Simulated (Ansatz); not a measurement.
Geometry optimisation in Ansatz: input, command and trajectory.

```yaml
crystal:
  lattice:
    - [3.1177930668, 0.0, 0.0]
    - [-1.5588965334, 2.7000879996, 0.0]
    - [0.0, 0.0, 12.1664495466]
  atoms:
    - { symbol: Mo, position: [0.6666666667, 0.3333333333, 0.249782775] }
    - { symbol: Mo, position: [0.3333333333, 0.6666666667, 0.750217225] }
    - { symbol: S, position: [0.3333333333, 0.6666666667, 0.3792579737] }
    - { symbol: S, position: [0.6666666667, 0.3333333333, 0.8796916104] }
    - { symbol: S, position: [0.3333333333, 0.6666666667, 0.1203083896] }
    - { symbol: S, position: [0.6666666667, 0.3333333333, 0.6207420263] }
basis:
  ecutwfc: 420
kpoints:
  mp_grid: { grid: [12, 12, 4] }
hamiltonian:
  xc: pbe
  dispersion: d3bj
scf:
  occupations: { method: gaussian, width: 0.02 }
output:
  forces: true
  stress: true
  eigenvalues: true
  write_density: true
  write_potential: true
  elf: true
  volumetric_format: npy
relax:
  adjacent_minimum: "off"
  f_tol: 0.008
  max_steps: 40
  cell: { stress_tol: 0.015, fix: [a, b, gamma] }
```

```bash
ansatz run input.yaml --threads 1 --pin off --max-ram 2560MiB --backend cpu --events-out ev --progress --plain --runs-dir out
```

The calculation used DFT PBE+D3(BJ), scalar-relativistic, plane waves, PAW in Ansatz.

Of 5 frames 4 are shown, positions in Å and forces in eV/Å; the SCF threshold varies from step to step. Steps run on the plane waves of an earlier cell, with a Pulay correction in the pressure. The basis is chosen afresh for the last frame, the zero of the energies, and at times for earlier ones too; energy and pressure step there, also at an unchanged geometry. The mark taken_back stands on steps that the optimiser undid.

```xyz
6
Lattice="3.1178 0.0000 0.0000 -1.5589 2.7001 0.0000 0.0000 0.0000 12.1664" Properties=species:S:1:pos:R:3:forces:R:3 pbc="T T T" step=1 free_energy_over_end_meV_per_atom=0.06 pressure_GPa=2.06
Mo    1.5589    0.9000    3.0390    0.0000    0.0000    0.0013
Mo    0.0000    1.8001    9.1275    0.0000    0.0000   -0.0013
S     0.0000    1.8001    4.6142    0.0000    0.0000    0.0401
S     1.5589    0.9000   10.7027    0.0000    0.0000    0.0356
S     0.0000    1.8001    1.4637    0.0000    0.0000   -0.0356
S     1.5589    0.9000    7.5522    0.0000    0.0000   -0.0401
6
Lattice="3.1178 0.0000 0.0000 -1.5589 2.7001 0.0000 0.0000 0.0000 12.0930" Properties=species:S:1:pos:R:3:forces:R:3 pbc="T T T" step=2 free_energy_over_end_meV_per_atom=0.14 pressure_GPa=1.89 taken_back
Mo    1.5589    0.9000    3.0395    0.0000    0.0000   -0.0073
Mo    0.0000    1.8001    9.0535    0.0000    0.0000    0.0073
S     0.0000    1.8001    4.6173    0.0000    0.0000   -0.0488
S     1.5589    0.9000   10.6313    0.0000    0.0000   -0.0159
S     0.0000    1.8001    1.4617    0.0000    0.0000    0.0159
S     1.5589    0.9000    7.4757    0.0000    0.0000    0.0488
6
Lattice="3.1178 0.0000 0.0000 -1.5589 2.7001 0.0000 0.0000 0.0000 12.1215" Properties=species:S:1:pos:R:3:forces:R:3 pbc="T T T" step=3 free_energy_over_end_meV_per_atom=0.01 pressure_GPa=1.94
Mo    1.5589    0.9000    3.0248    0.0000    0.0000    0.0022
Mo    0.0000    1.8001    9.0967    0.0000    0.0000   -0.0022
S     0.0000    1.8001    4.6017    0.0000    0.0000   -0.0023
S     1.5589    0.9000   10.6737    0.0000    0.0000   -0.0131
S     0.0000    1.8001    1.4478    0.0000    0.0000    0.0131
S     1.5589    0.9000    7.5197    0.0000    0.0000    0.0023
6
Lattice="3.1178 0.0000 0.0000 -1.5589 2.7001 0.0000 0.0000 0.0000 12.1298" Properties=species:S:1:pos:R:3:forces:R:3 pbc="T T T" step=5 free_energy_over_end_meV_per_atom=0.00 pressure_GPa=1.95
Mo    1.5589    0.9000    3.0318    0.0000    0.0000    0.0005
Mo    0.0000    1.8001    9.0980    0.0000    0.0000   -0.0005
S     0.0000    1.8001    4.6085    0.0000    0.0000    0.0004
S     1.5589    0.9000   10.6747    0.0000    0.0000   -0.0007
S     0.0000    1.8001    1.4551    0.0000    0.0000    0.0007
S     1.5589    0.9000    7.5213    0.0000    0.0000   -0.0004
```

The run took 34 s on 1 thread of Intel(R) Xeon(R) 6975P-C (Granite Rapids), on a shared host, peak memory 0.55 GiB.